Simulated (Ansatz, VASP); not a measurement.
## One calculation of W, two programs

INCAR

```
  PREC = Accurate
  ENCUT = 520
  EDIFF = 1E-6
  ISMEAR = -1
  SIGMA = 0.05
  LREAL = False
  LASPH = True
  NELM = 100
  ALGO = Fast
  ISIF = 2
  LWAVE = False
  LCHARG = False
  GGA = PS
  NBANDS = 36
```

File KPOINTS:

```
regular mesh
0
Gamma
  9 6 6
```

POSCAR

```
W
1.0
    2.7523058654      0.0000000000      0.0000000000
    0.0000000000      4.7645794866      0.0000000000
    0.0000000000      0.0000000000      4.8231832256
W
4
Direct
    0.7931720000      0.9368430000      0.7500000000
    0.2068280000      0.4368430000      0.7500000000
    0.2068280000      0.0631570000      0.2500000000
    0.7931720000      0.5631570000      0.2500000000
```

File input.yaml:

```yaml
crystal:
  lattice:
    - [2.7523058654, 0.0, 0.0]
    - [0.0, 4.7645794866, 0.0]
    - [0.0, 0.0, 4.8231832256]
  atoms:
    - { symbol: W, position: [0.793172, 0.936843, 0.75] }
    - { symbol: W, position: [0.206828, 0.436843, 0.75] }
    - { symbol: W, position: [0.206828, 0.063157, 0.25] }
    - { symbol: W, position: [0.793172, 0.563157, 0.25] }
hamiltonian:
  xc: pbesol
  pseudopotentials: { kind: paw }
kpoints:
  mp_grid: { grid: [9, 6, 6] }
scf:
  occupations: { method: fermi_dirac, width: 0.05 }
output:
  forces: true
  stress: true
  eigenvalues: true
  write_density: true
  write_potential: true
  elf: true
  volumetric_format: npy
```

This isn't the form of W at room conditions, which is bcc.

Alike in both runs: task single point; functional PBEsol; k mesh 9 × 6 × 6; occupations fermi-dirac, width 0.05 eV; no spin polarisation.

```csv
,VASP,Ansatz
version,VASP 6.6.1,Ansatz 0.2.0
potentials or method,"VASP PAW PBE potentials, release 64 (W_sv)",Ansatz PAW
plane-wave cutoff (eV),520,420
valence electrons in the cell,56,56
```

|  | VASP | Ansatz | Ansatz less VASP |
| --- | --- | --- | --- |
| gap on the k mesh at the Fermi level (eV) | none | none | - |
| pressure (GPa) | 8.0 | 7.2 | -0.75 |
| largest component of the traceless stress (GPa) | 1.91 | 1.81 | -0.097 |
| rms of the force components (eV/Å) | 0.164 | 0.157 | -0.0067 |

Atom by atom the forces differ by 0.007 eV/Å (rms over components). A gap of «none» marks a metal or a gap that the smearing closes. With one functional, cell and mesh, what is left measures potentials, basis and numerics.

Caveats: the PAW data sets were made with another functional, which shifts forces and pressure a little (VASP); the PAW data sets come from PBE, with cores solved anew for the run's functional, which leaves a small shift of forces and pressure (Ansatz). Spin-orbit coupling is left out, which matters for the levels of W.
